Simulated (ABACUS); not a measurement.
A run of ABACUS 3.10.1 is set up as follows.

The input INPUT:

```
INPUT_PARAMETERS
suffix              Al2Pt
calculation         scf
basis_type          pw
pseudo_dir          ./
symmetry            1
dft_functional      pbe
ecutwfc             84
pseudo_rcut         10
nspin               1
nbands              16
ks_solver           dav
smearing_method     fd
smearing_sigma      0.00367493
scf_thr             1e-08
scf_nmax            100
mixing_type         broyden
mixing_beta         0.7
cal_force           1
cal_stress          1
out_chg             1
out_pot             2
out_elf             1
```

The input STRU:

```
ATOMIC_SPECIES
Al 26.9815 Al.upf
Pt 195.0840 Pt.upf

LATTICE_CONSTANT
1.8897261246

LATTICE_VECTORS
0.0000000000 2.9550000000 2.9550000000
2.9550000000 0.0000000000 2.9550000000
2.9550000000 2.9550000000 0.0000000000

ATOMIC_POSITIONS
Direct

Al
0.0
2
0.2905021100 0.2197552700 0.2771059000 1 1 1
0.7912034800 0.7468934300 0.6887841900 1 1 1

Pt
0.0
1
0.9182944100 0.0333513100 0.0341099100 1 1 1
```

KPT

```
K_POINTS
0
Gamma
8 8 8 0 0 0
```

Potentials or basis: PseudoDojo NC SR 0.4.1 PBE standard, plane waves.

Launch:

```bash
$ OMP_NUM_THREADS=1 mpirun -np 4 abacus > log
```

Problem. Predict the largest force.

Solution. 5.975 eV/Å.

Problem. What does it give for the band gap on the k mesh?

Solution. None (metal or under the smearing width).

Problem. What does it give for the pressure?

Solution. 15.0 GPa.

Stress tensor (GPa, compression positive):
```
 13.55  -3.70 -14.63
 -3.70  16.60   0.10
-14.63   0.10  15.00
```

Caveat: so large a pressure means that the cell lies far from this level's equilibrium, or that cutoff or potentials fall short; forces of over 1 eV/Å show positions far from the minimum, so gaps and moduli don't describe the material at rest. The run has no spin-orbit coupling, so splittings on Pt are missing.
